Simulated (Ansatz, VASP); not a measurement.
# One calculation of Au, two programs

```
CELL_PARAMETERS angstrom
0.00000 2.03500 2.03500
2.03500 0.00000 2.03500
2.03500 2.03500 0.00000
ATOMIC_POSITIONS crystal
Au 0.00000 0.00000 0.00000
```

Alike in both runs: functional BLYP; k mesh 11 × 11 × 11; occupations fermi-dirac, width 0.05 eV; no spin polarisation.

|  | VASP | Ansatz |
| --- | --- | --- |
| version | VASP 6.6.1 | Ansatz 0.2.0 |
| potentials or method | VASP PAW PBE potentials, release 64 (Au), cutoff 520 eV | all-electron LAPW, scalar-relativistic |
| task | single point | band structure |

Ansatz gave:

- gap on the k mesh at the Fermi level (eV): none
- pressure (GPa): 22.5

**Question.** What did VASP give for the same quantities?

**Answer.** gap on the k mesh at the Fermi level (eV): none; pressure (GPa): 23.4.

A gap of «none» marks a metal or a gap that the smearing closes. Ansatz ran all-electron here, so the differences hold the error of VASP's frozen core and of both bases.

Caveats: so large a pressure means that the cell lies far from this level's equilibrium, or that cutoff or potentials fall short; the potentials were made for another functional, which shifts forces and pressure (VASP); spin-orbit coupling is left out, which moves the levels of the heavy elements (Ansatz). Spin-orbit coupling is left out, which matters for the levels of Au.
